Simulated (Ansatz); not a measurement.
Input file of a DFT run on Pd with Ansatz:

```yaml
crystal:
  lattice:
    - [2.7504564485, 0.0, 0.0]
    - [-1.3752282243, 2.3819651564, 0.0]
    - [0.0, 0.0, 4.4924121993]
  atoms:
    - { symbol: Pd, position: [0.3333333333, 0.6666666667, 0.75] }
    - { symbol: Pd, position: [0.6666666667, 0.3333333333, 0.25] }
basis:
  ecutwfc: 420
  ecutrho_ratio: 4
kpoints:
  mp_grid: { grid: [18, 18, 10] }
hamiltonian:
  xc: pbe
scf:
  occupations: { method: gaussian, width: 0.05 }
output:
  forces: true
  stress: true
  eigenvalues: true
relax:
  f_tol: 0.01
  max_steps: 60
  cell: { stress_tol: 0.04 }
```

At room temperature and ambient pressure Pd is fcc.

The output:

```
Pseudopotentials: kind: paw
Pseudopotential: Pd, paw, valence charge 18, recommended cutoff 420 eV (normal), Pd.paw.azcp
Crystal: 2 atoms, lattice volume = 29.432 Å³
Basis set: ecut = 420 eV, 573 PW (Γ), exchange–correlation on 40×40×64 points (8 copies of the dense FFT grid, shifted against one another)
Bands: 22, of which v1, the nominal top of the filled ones, is band 18 counted from 1 (17 counted from 0)
Symmetry: 24 space group operations
Space group: P63/mmc (ITA 194), of the structure as read, at distance tolerance 3.1e-5 Å
k-points: 222 of 3240
Initial density: superposition of atomic densities (neutral atoms: chi_scale 0, normalization atom), corrected by the library's trained network
Initial wavefunctions: pseudopotential atomic-orbital guess
Functional: x = pbe(κ = 0.804, μ = 0.21951), c = pbe(β = 0.06672)
```

```
SCF iter   1: F=—  HF=-13945.593787 eV  |F-HF|=—  |Δ(HF+E_count)|=         —  Δρ=6.51e-3  dr2=5.02e-3  ethr=1.77e-3  ⟨swp⟩=5.6  Hψ=22229  notcnv=0
SCF iter   2: F=—  HF=-13945.593569 eV  |F-HF|=—  |Δ(HF+E_count)|=   2.18e-4  Δρ=2.85e-3  dr2=9.31e-4  ethr=1.39e-5  ⟨swp⟩=1.2  Hψ=6926  notcnv=0
SCF iter   3: F=—  HF=-13945.593804 eV  |F-HF|=—  |Δ(HF+E_count)|=   2.34e-4  Δρ=5.47e-4  dr2=3.63e-5  ethr=2.58e-6  ⟨swp⟩=2.5  Hψ=6861  notcnv=0
SCF iter   4: F=—  HF=-13945.593847 eV  |F-HF|=—  |Δ(HF+E_count)|=   4.27e-5  Δρ=7.90e-5  dr2=5.43e-7  ethr=1.01e-7  ⟨swp⟩=2.0  Hψ=6620  notcnv=0
SCF iter   5: F=-13945.593847 eV  HF=-13945.593847 eV  |F-HF|=3.08e-8  |Δ(HF+E_count)|=   2.23e-7  Δρ=1.92e-5  dr2=4.07e-8  ethr=1.51e-9  ⟨swp⟩=2.1  Hψ=7548  notcnv=0
SCF iter   6: F=-13945.593847 eV  HF=-13945.593847 eV  |F-HF|=5.82e-10  |Δ(HF+E_count)|=   3.57e-8  Δρ=4.22e-6  dr2=3.16e-9  ethr=1.13e-10  ⟨swp⟩=2.0  Hψ=14907  notcnv=0
SCF 1 converged in 6 iterations: F = -13945.593847 eV  dr2 = 3.16e-9
relax step   1: F+E_penalty+E_count = -13945.59384685 eV  Δ(F+E_penalty+E_count) = +0.000e0 eV  max|allowed force component| = 1.156e-17 eV/Å  Δτ_max = 0.0000 Å  P = +8.485 GPa  Ω = 29.432 Å³  (6 SCF iters, dr2 threshold 1.00e-7 eV, accepted)
SCF iter   1: F=—  HF=-13945.621665 eV  |F-HF|=—  |Δ(HF+E_count)|=         —  Δρ=8.85e-3  dr2=1.88e-2  ethr=5.24e-5  ⟨swp⟩=1.0  Hψ=25985  notcnv=0
SCF iter   2: F=—  HF=-13945.618778 eV  |F-HF|=—  |Δ(HF+E_count)|=   2.89e-3  Δρ=4.75e-3  dr2=5.63e-3  ethr=5.22e-5  ⟨swp⟩=1.0  Hψ=4884  notcnv=0
...
SCF 2 converged in 6 iterations: F = -13945.617991 eV  dr2 = 4.70e-8
SCF 3 converged in 6 iterations: F = -13945.633876 eV  dr2 = 4.78e-9
SCF 4 converged in 6 iterations: F = -13945.634865 eV  dr2 = 1.05e-9
SCF 5 converged in 6 iterations: F = -13945.635079 eV  dr2 = 3.68e-11
SCF 6 converged in 6 iterations: F = -13945.635086 eV  dr2 = 5.85e-12
...
SCF iter   4: F=—  HF=-13945.635517 eV  |F-HF|=—  |Δ(HF+E_count)|=   4.22e-8  Δρ=1.08e-6  dr2=1.51e-10  ethr=3.05e-12  ⟨swp⟩=2.1  Hψ=8094  notcnv=0
SCF iter   5: F=-13945.635517 eV  HF=-13945.635517 eV  |F-HF|=3.64e-12  |Δ(HF+E_count)|=  1.09e-10  Δρ=1.71e-7  dr2=5.91e-12  ethr=1.00e-12  ⟨swp⟩=1.0  Hψ=4884  notcnv=0
SCF iter   6: F=-13945.635517 eV  HF=-13945.635517 eV  |F-HF|=7.28e-12  |Δ(HF+E_count)|=  7.28e-12  Δρ=3.45e-8  dr2=2.07e-13  ethr=1.00e-12  ⟨swp⟩=3.2  Hψ=18670  notcnv=0
SCF 7 converged in 6 iterations: F = -13945.635517 eV  dr2 = 2.07e-13
```

```
SCF converged after 6 iterations
Free energy (F): -13945.635517 eV
E sigma→0 (E₀):  -13945.631775 eV
Entropy (-TS):   -0.007483 eV (-3.741 meV/atom)
Fermi energy:    18.703970 eV
--- Forces (eV/Å), atoms counted from 1 ---
  atom   1  Pd     0.00000000     0.00000000     0.00000000
  atom   2  Pd     0.00000000     0.00000000     0.00000000
--- Stress (GPa, compression-positive) ---
       -0.021129       0.000000       0.000000
        0.000000      -0.021129       0.000000
        0.000000       0.000000      -0.022092
  P = ⅓ Tr σ = -0.0215 GPa (-0.215 kbar)
--- Relaxed structure (6 steps of the walk, 6 accepted, 1 SCFs on fresh bases) ---
  F+E_penalty+E_count = -13945.63551665 eV   max|allowed force component| = 1.619e-17 eV/Å   (the final SCF, on the basis selected at the relaxed cell)
  cell:  # Å, volume = 30.7874 Å³
    - [2.76331, 0.00000, 0.0]
    - [-1.38166, 2.39310, 0.0]
    - [0.0, 0.0, 4.65568]
  atoms:
    - { symbol: Pd, position: [0.33333, 0.66667, 0.75000] }
    - { symbol: Pd, position: [0.66667, 0.33333, 0.25] }
```

In short (PBE): final volume 15.39 Å³/atom, energy lowered by 20.8 meV/atom, pressure 0.0 GPa, gap on the mesh zero (metallic).
